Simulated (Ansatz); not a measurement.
# CuO: the cost of one run

Method: DFT PBE, scalar-relativistic, plane waves, PAW, in Ansatz 0.2.0.

## (1) The starting structure

Symmetry: Pm-3m, No. 221, cubic system. Conventional cell: a = 2.856 Å, b = 2.856 Å, c = 2.856 Å, α = 90.00°, β = 90.00°, γ = 90.00°. Cu (site symmetry m-3m) is surrounded by 8 O at 2.47 Å. O (site symmetry m-3m) has 8 Cu at 2.47 Å in its first shell of neighbours.

As a file:

```
CELL_PARAMETERS angstrom
2.85584 0.00000 0.00000
0.00000 2.85584 0.00000
0.00000 0.00000 2.85584
ATOMIC_POSITIONS crystal
Cu 0.00000 0.00000 0.00000
O 0.50000 0.50000 0.50000
```

A structure generator made this guess: random cell by space group and Wyckoff sites (Pm-3m, No. 221). Lengths come from tabulated atomic sizes and are only a guess.

## (2) The guess as it stands, on a coarse mesh

Contents of input.yaml:

```yaml
crystal:
  lattice:
    - [2.85583582, 0.0, 0.0]
    - [0.0, 2.85583582, 0.0]
    - [0.0, 0.0, 2.85583582]
  atoms:
    - { symbol: Cu, position: [0.0, 0.0, 0.0], spin: 1.0 }
    - { symbol: O, position: [0.5, 0.5, 0.5] }
basis:
  ecutwfc: 420
kpoints:
  mp_grid: { grid: [6, 6, 6] }
hamiltonian:
  xc: pbe
scf:
  occupations: { method: gaussian, width: 0.1 }
  lower_state_search: "off"
output:
  forces: true
  stress: true
  eigenvalues: true
  populations: true
magnetization:
  spin_polarized: true
```

The run is started by

```sh
$ ansatz run input.yaml --threads 1 --pin off --max-ram 2560MiB --backend cpu --events-out ev --progress --plain --runs-dir out
```

Q: Estimate wall time and peak memory on 1 thread of Arm Neoverse V1, shared host.

About 2 s, with a peak of 0.26 GiB.
